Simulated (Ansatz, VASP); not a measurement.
Two plane-wave programs on Mo

File POSCAR:

```
Mo
1.0
   -1.5945650000      1.5945650000      1.5945650000
    1.5945650000     -1.5945650000      1.5945650000
    1.5945650000      1.5945650000     -1.5945650000
Mo
1
Direct
    0.0000000000      0.0000000000      0.0000000000
```

INCAR.step1

```
ALGO = Normal ; EDIFF = 1E-4
ENCUT = 520 ; GGA = PE
ISMEAR = 0 ; LASPH = T
LCHARG = F ; LREAL = F
LWAVE = T ; NBANDS = 13
NELM = 80 ; PREC = Accurate
SIGMA = 0.15
```

INCAR.step2

```
ALGO = Normal ; EDIFF = 1E-6
ENCUT = 520 ; ISIF = 2
ISMEAR = 0 ; ISTART = 1
LASPH = T ; LCHARG = T
LELF = T ; LMIXTAU = T
LREAL = F ; LVHAR = T
LWAVE = F ; METAGGA = R2SCAN
NBANDS = 13 ; NELM = 80
PREC = Accurate ; SIGMA = 0.15
```

Contents of KPOINTS:

```
k-points
0
Gamma
  22 22 22
```

Input for Ansatz:

```yaml
crystal:
  lattice:
    - [-1.594565, 1.594565, 1.594565]
    - [1.594565, -1.594565, 1.594565]
    - [1.594565, 1.594565, -1.594565]
  atoms:
    - { symbol: Mo, position: [0.0, 0.0, 0.0] }
basis:
  ecutwfc: 500
kpoints:
  mp_grid: { grid: [22, 22, 22] }
hamiltonian:
  xc: r2scan
scf:
  occupations: { method: gaussian, width: 0.15 }
output:
  forces: true
  stress: true
  eigenvalues: true
  write_density: true
  write_potential: true
  elf: true
  volumetric_format: npy
```

Change from the starting cell: strain +0.015 along x and y, +0.015 along z, atoms carried along.

Alike in both runs: task single point; functional r2SCAN; k mesh 22 × 22 × 22; occupations gaussian, width 0.15 eV; no spin polarisation.

|  | VASP | Ansatz |
| --- | --- | --- |
| version | VASP 6.6.1 | Ansatz 0.2.0 |
| potentials or method | VASP PAW PBE potentials, release 64 (Mo_sv) | scalar-relativistic, plane waves, PAW |
| plane-wave cutoff (eV) | 520 | 500 |
| valence electrons in the cell | 14 | 14 |

Ansatz gave:

| Item | Value |
| --- | --- |
| gap on the k mesh at the Fermi level (eV) | none |
| pressure (GPa) | -9.1 |

**Question.** Estimate VASP's values.

**Answer.** gap on the k mesh at the Fermi level (eV): none; pressure (GPa): -8.1.

A gap of «none» marks a metal or a gap that the smearing closes. With one functional, cell and mesh, what is left measures potentials, basis and numerics.

Caveats: the PAW data sets were made with another functional, which shifts forces and pressure a little (VASP).
